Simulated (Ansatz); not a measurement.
# AlCo: the cost of one run

Computed with Ansatz 0.2.0 (DFT PBE, scalar-relativistic, plane waves, PAW, unless a step names another level, unless a step's input says otherwise).

1 further run of the same task is left out (set aside as unsound or not needed).

## (1) The structure to begin with

It takes space group Pm-3m (No. 221, cubic). The conventional cell has a = 2.852 Å, b = 2.852 Å, c = 2.852 Å, α = 90.00°, β = 90.00°, γ = 90.00°. Al (site symmetry m-3m) is surrounded by 8 Co at 2.47 Å. Around Co (site symmetry m-3m) lie 8 Al at 2.47 Å.

Structure file:

```cif
data_structure
_symmetry_space_group_name_H-M 'P 1'
_symmetry_Int_Tables_number 1
_cell_length_a 2.8517
_cell_length_b 2.8517
_cell_length_c 2.8519
_cell_angle_alpha 90.000
_cell_angle_beta 90.000
_cell_angle_gamma 90.000
_cell_volume 23.19
loop_
_atom_site_label
_atom_site_type_symbol
_atom_site_fract_x
_atom_site_fract_y
_atom_site_fract_z
_atom_site_occupancy
Al1 Al 0.50000 0.50000 0.50000 1
Co1 Co 0.00000 0.00000 0.00000 1
```

It is the end of an earlier relaxation with the same method, from a database cell with other species swapped in; it is a trial structure. At a tolerance of 0.05 Å it has space group Pm-3m (No. 221); it has 11.60 Å³/atom, an uncorrected energy of -0.59 eV/atom over the elements and, on its mesh, gap none (metal).

## (2) Strained cells: the elastic tensor

Input file input.yaml:

```yaml
crystal:
  lattice:
    - [2.8541810362, 0.0, 0.0]
    - [0.0, 2.8541810362, 0.0]
    - [0.0, 0.0, 2.8541794786]
  atoms:
    - { symbol: Al, position: [0.5, 0.5, 0.5] }
    - { symbol: Co, position: [0.0, 0.0, 0.0] }
basis:
  ecutwfc: 420
kpoints:
  mp_grid: { grid: [20, 20, 20] }
hamiltonian:
  xc: pbe
scf:
  occupations: { method: fermi_dirac, width: 0.15 }
output:
  forces: true
  stress: true
  eigenvalues: true
elastic:
  mode: relaxed_ion
  amplitude: 0.005
```

On the command line:

```bash
$ ansatz run input.yaml --threads 1 --pin off --max-ram 2560MiB --backend cpu --events-out ev --progress --plain --runs-dir out
```

Q: Estimate wall time and peak memory on 1 thread of Arm Neoverse V2, shared host.

About 2 min, with a peak of 0.68 GiB.
